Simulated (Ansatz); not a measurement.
A surface is cut from this relaxed crystal of Ni:

```
Ni
1.0
     0.00000    1.73157    1.73157
     1.73157    0.00000    1.73157
     1.73157    1.73157    0.00000
Ni
1
Direct
  0.00000 0.00000 0.00000
```

Miller indices refer to the conventional cell of Fm-3m (No. 225), a = 3.463 Å, b = 3.463 Å, c = 3.463 Å, α = 90.00°, β = 90.00°, γ = 90.00°.

The (111) slab of 6 planes, 10.0 Å thick with 15 Å of vacuum as cut; outer planes Ni (top) and Ni (bottom).

Method: DFT PBEsol, scalar-relativistic, plane waves, PAW (Ansatz 0.2.0). Plane waves to 420 eV, a k mesh through Γ of 15×15×1 on the computed 6-atom cell and Gaussian smearing (0.10 eV); collinear spin from starting moments 0.73 0.73 0.73 0.73 0.73 0.73 μB. The cell repeats along c with a dipole correction in the vacuum.

Results for the relaxed slab:

```json
{"Surface energy (mean of both faces)": "2.34 J/m²", "Work function": "5.23 eV", "Sequence of site moments over 0.05 μB in size, bottom to top": "Ni 0.70, Ni 0.72, Ni 0.68, Ni 0.68, Ni 0.72, Ni 0.70 μB"}
```

Relaxation lowers the energy by 0.008 J/m² a face; the largest move is 0.030 Å.

| plane (bottom to top) | atoms | spacing to next, bulk (Å) | relaxed (Å) | change (%) |
| --- | --- | --- | --- | --- |
| 1 | Ni | 1.999 | 1.971 | -1.4 |
| 2 | Ni | 1.999 | 1.997 | -0.1 |
| 3 | Ni | 1.999 | 2.001 | +0.1 |
| 4 | Ni | 1.999 | 1.997 | -0.1 |
| 5 | Ni | 1.999 | 1.971 | -1.4 |
| 6 | Ni |  |  |  |